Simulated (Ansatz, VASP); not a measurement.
Two plane-wave programs on GeSb2Te4

```
Ge Sb Te
1.0
    -3.05958    3.05958    6.05142
     3.05958   -3.05958    6.05142
     3.05958    3.05958   -6.05142
Ge Sb Te
1 2 4
Direct
  0.00000 0.00000 0.00000
  0.50000 0.50000 0.00000
  0.25000 0.75000 0.50000
  0.50162 0.00162 0.50000
  0.24816 0.24816 0.00000
  0.99838 0.49838 0.50000
  0.75184 0.75184 0.00000
```

The cell comes from a database or a generator and needn't be the stable form of this composition.

Alike in both runs: task single point; functional PBEsol; k mesh 4 × 4 × 4; occupations gaussian, width 0.1 eV; no spin polarisation.

|  | VASP | Ansatz |
| --- | --- | --- |
| version | VASP 6.6.1 | Ansatz 0.2.0 |
| potentials or method | VASP PAW PBE potentials, release 64 (Ge_d, Sb, Te) | scalar-relativistic, plane waves, PAW |
| plane-wave cutoff (eV) | 520 | 420 |
| valence electrons in the cell | 48 | 108 |

Ansatz gave:

| Property | Result |
| --- | --- |
| gap on the k mesh at the Fermi level (eV) | none |
| pressure (GPa) | -2.3 |
| largest component of the traceless stress (GPa) | 0.07 |
| rms of the force components (eV/Å) | 0.035 |

**Question.** Estimate VASP's values.

**Answer.** gap on the k mesh at the Fermi level (eV): none; pressure (GPa): -2.3; largest component of the traceless stress (GPa): 0.05; rms of the force components (eV/Å): 0.035.

Atom by atom the forces differ by 0.001 eV/Å (rms over components). A gap of «none» marks a metal or a gap that the smearing closes. With one functional, cell and mesh, what is left measures potentials, basis and numerics. The two sets of potentials don't hold the same shells in valence. Ansatz warned: «pseudo_functional_mismatch».

Caveats: the k mesh is coarse (spacing up to 0.36 Å⁻¹), so the values aren't converged; the PAW data sets were made with another functional, which shifts forces and pressure a little (VASP). The runs have no spin-orbit coupling, so splittings on Sb, Te are missing.
